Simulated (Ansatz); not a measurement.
**Sn: do energies and stresses tell the same story?**

Level of theory: DFT PBEsol, scalar-relativistic, plane waves, PAW in Ansatz 0.2.0.

Plane waves to 420 eV, a k mesh through Γ of 18×18×18 on the computed 1-atom cell and Gaussian smearing (0.10 eV); no spin polarisation.

Relaxed cell: I4/mmm, a = 3.235 Å, b = 3.235 Å, c = 5.068 Å, α = 90.00°, β = 90.00°, γ = 90.00°, 1 atom in the primitive cell. This form isn't the element's structure at ambient conditions.

Energies at zero smearing and pressures from the stress tensor, at volumes with shape and atoms relaxed:
| V (Å³/atom) | E − E(first) (meV/atom) | P (GPa) |
| --- | --- | --- |
| 24.921 | 0.00 | 3.96 |
| 25.717 | -14.19 | 1.82 |
| 26.512 | -18.56 | 0.00 |
| 27.307 | -14.65 | -1.53 |
| 28.103 | -3.76 | -2.82 |

**Question.** Check P = −dE/dV between neighbouring volumes, and get the bulk modulus from the pressures alone.

**Answer.** With 1 eV/Å³ = 160.2 GPa:
```json
{"middle V (Å³/atom)": "25.319", "−ΔE/ΔV (GPa)": "2.858", "mean P (GPa)": "2.891"}
{"middle V (Å³/atom)": "26.114", "−ΔE/ΔV (GPa)": "0.881", "mean P (GPa)": "0.910"}
{"middle V (Å³/atom)": "26.910", "−ΔE/ΔV (GPa)": "-0.788", "mean P (GPa)": "-0.763"}
{"middle V (Å³/atom)": "27.705", "−ΔE/ΔV (GPa)": "-2.194", "mean P (GPa)": "-2.174"}
```

The two differ by 0.03 GPa at most. The mean of two end pressures misses the average over a step by about ΔV² P″/12, up to 0.03 GPa here; with that taken off 0.00 GPa remains. Around V = 26.512 Å³/atom, the two neighbours give B = −V ΔP/ΔV = 26.512 × 3.35 / 1.591 = 55.8 GPa, against B0 = 55.5 GPa from the Birch–Murnaghan fit of the energies.